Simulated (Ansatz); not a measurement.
# Hf3Si2: the cost of one run

Method: DFT PBE, scalar-relativistic, plane waves, PAW, in Ansatz 0.2.0.

## Step 1: The starting structure

The structure is cubic, space group Pm-3m (No. 221). Conventional cell: a = 4.720 Å, b = 4.720 Å, c = 4.720 Å, α = 90.00°, β = 90.00°, γ = 90.00°. Around Hf (site symmetry 4/mmm) lie 6 Si at 2.36 to 3.34 Å and 8 Hf at 3.34 Å. Around Si (site symmetry m-3m) lie 6 Hf at 2.36 Å. Si (site symmetry m-3m) is surrounded by 12 Hf at 3.34 Å.

Structure file:

```
Hf Si
1.0
     4.71974    0.00000    0.00000
     0.00000    4.71974    0.00000
     0.00000    0.00000    4.71974
Hf Si
3 2
Direct
  0.00000 0.50000 0.50000
  0.50000 0.00000 0.50000
  0.50000 0.50000 0.00000
  0.50000 0.50000 0.50000
  0.00000 0.00000 0.00000
```

The cell is invented: random cell by space group and Wyckoff sites (Pm-3m, No. 221). The dimensions are guesses.

## Step 2: The guess as it stands, on a coarse mesh

File input.yaml:

```yaml
crystal:
  lattice:
    - [4.71974186, 0.0, 0.0]
    - [0.0, 4.71974186, 0.0]
    - [0.0, 0.0, 4.71974186]
  atoms:
    - { symbol: Hf, position: [0.0, 0.5, 0.5] }
    - { symbol: Hf, position: [0.5, 0.0, 0.5] }
    - { symbol: Hf, position: [0.5, 0.5, 0.0] }
    - { symbol: Si, position: [0.5, 0.5, 0.5] }
    - { symbol: Si, position: [0.0, 0.0, 0.0] }
basis:
  ecutwfc: 420
kpoints:
  mp_grid: { grid: [4, 4, 4] }
hamiltonian:
  xc: pbe
scf:
  occupations: { method: gaussian, width: 0.1 }
  lower_state_search: "off"
output:
  forces: true
  stress: true
  eigenvalues: true
```

The run is started by

```
> ansatz run input.yaml --threads 1 --pin off --max-ram 2560MiB --backend cpu --events-out ev --progress --plain --runs-dir out
```

What time and memory should one allow on 1 thread of Arm Neoverse V2, shared host?

About 2.6 s, with a peak of 0.36 GiB.
